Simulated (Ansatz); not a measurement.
**AuAl and the effect of the pressure**

The cell as given:

```
Au Al
1.0
     3.22394    0.00000    0.00000
     0.00000    3.22394    0.00000
     0.00000    0.00000    3.22394
Au Al
1 1
Cartesian
  1.6120 1.6120 1.6120
  0.0000 0.0000 0.0000
```

The cell comes from a database or a generator and needn't be the stable form of this composition.

Kept alike: task relaxation of cell and atoms; functional PBEsol; k mesh 8 × 8 × 8; occupations fermi-dirac, width 0.05 eV; no spin polarisation. Program: Ansatz, Ansatz PAW, cutoff 420 eV. The mesh is that of the run's cell of 2 atoms. No spin-orbit coupling.

```tsv
pressure, P (GPa)	volume (Å³/atom)
0	16.017
2	?
5	15.457
10	15.000
20	14.284
```

The relaxations keep at least the cell's symmetry (Pm-3m). For a metal such a mesh leaves the last digits unconverged. Runs of this series that gave no sound value for these columns are left out. The runs follow the start's structure, whether or not it is the stable one at these pressures. All rows use potentials made for PBE.

Question: Fit the rows shown and predict the run at 2 GPa.

Answer: Murnaghan's form V = V0 (1 + B′P/B0)^(-1/B′) through the rows shown has V0 = 16.0169, B0 = 128 GPa and B′ = 5.17 (largest miss 0.0004); at P = 2 it gives 15.778 Å³/atom. The run gave: volume 15.778 Å³/atom.
